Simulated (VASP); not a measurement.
Runs of VASP 6.6.1 on Sn. Symmetry: Im-3m, No. 229, cubic system. Conventional cell: a = 3.789 Å, b = 3.789 Å, c = 3.789 Å, α = 90.00°, β = 90.00°, γ = 90.00°. Around Sn (site symmetry m-3m) lie 8 Sn at 3.28 Å. This isn't the form of Sn at room conditions, which is tetragonal (white tin).

| task | level | potentials or basis | spin | fixed moment (μB) | k mesh | cutoff (eV) | smearing | gap on the mesh (eV) | pressure (GPa) | moment (μB) |
| --- | --- | --- | --- | --- | --- | --- | --- | --- | --- | --- |
| optical spectrum | SCAN | VASP PAW PBE potentials, release 64 (Sn_d) | collinear, ferromagnetic start | - | 10 × 10 × 10 | 520 | methfessel-paxton 0.2 eV | none | -0.7 | 0.00 |
| density of states | SCAN+rVV10 | VASP PAW PBE potentials, release 64 (Sn_d) | off | - | 10 × 10 × 10 | 520 | tetrahedron | none | (b) | - |
| single point | LDA | VASP PAW LDA potentials, release 64 (Sn) | off | - | 10 × 10 × 10 | 500 | gaussian 0.02 eV | none | (a) | - |
| hyperfine couplings | BLYP+D3(BJ) | VASP PAW PBE potentials, release 64 (Sn_d) | collinear, ferromagnetic start | 1 | 10 × 10 × 10 | 520 | gaussian 0.05 eV | - | 4.4 | 1.00 |
| optical spectrum | PBE+ULG | VASP PAW PBE potentials, release 64 (Sn_d) | SOC, no magnetisation | - | 7 × 7 × 7 | 520 | fermi-dirac 0.05 eV | - | -1.5 | - |

Alike in all rows: cell as given.

Q: Estimate the missing entries.

A: (a) -3.5; (b) -0.8.

Caveats: the PAW data sets were made with another functional, which shifts forces and pressure a little (some runs); spectra need much finer meshes, so this one isn't converged (some runs); independent-particle spectra lack excitons (some runs); the intraband (Drude) part of a metal's response may be missing (some runs); pairwise dispersion overbinds metals, which lowers pressure and volume (some runs); tetrahedron occupations give inexact forces and stress in metals (some runs); the total moment is fixed, so each spin has its own Fermi level (some runs).

A k mesh can miss the band edges, and rows without SOC leave out spin-orbit coupling on Sn.

A gap of «none» marks a metal or a gap under the smearing width.

The runs don't all hold the same shells in valence.
